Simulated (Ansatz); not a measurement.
HgTe (Coloradoite) under changes of volume

One of the cells (33.215 Å³/atom); the others are scaled copies at fixed shape and fractional positions:

```xyz
2
Lattice="0.0000 3.2145 3.2145 3.2145 0.0000 3.2145 3.2145 3.2145 0.0000" Properties=species:S:1:pos:R:3 pbc="T T T"
Hg    0.0000    0.0000    0.0000
Te    4.8217    4.8217    4.8217
```

| Quantity | Value |
| --- | --- |
| Program | Ansatz 0.2.0 |
| Functional | r2SCAN |
| Potentials or basis | Ansatz PAW |
| Cutoff | 500 eV (not typed: the program's choice for these potentials) |
| k mesh | 7 × 7 × 7 |
| Occupations | fermi-dirac, width 0.05 eV |
| Spin | no spin polarisation |

```tsv
volume (Å³/atom)	energy over the lowest point (meV/atom)	pressure (GPa)
31.223	?	?
31.887	57.40	5.7
32.551	36.63	4.4
33.215	21.03	3.2
33.880	10.05	2.1
34.544	3.19	1.2
35.208	0.00	0.4
```

Question: What does the run at 31.223 Å³/atom give?

Answer: Energy over the lowest point 83.96 meV/atom; pressure 7.2 GPa.

Worked out: A Birch-Murnaghan fit of order 3 (a polynomial in V^(-2/3)) to the other rows has its minimum at 35.52 Å³/atom, just outside them, with B0 = V·E''(V) = 40 GPa and B' = 5.1. It gives 84.00 meV/atom at 31.223 Å³/atom, against the run's 83.96, and -dE/dV = 7.2 GPa, against 7.2.

Energies are extrapolated to zero smearing.

Caveats: the PAW data sets come from PBE, with cores solved anew for the run's functional, which leaves a small shift of forces and pressure.
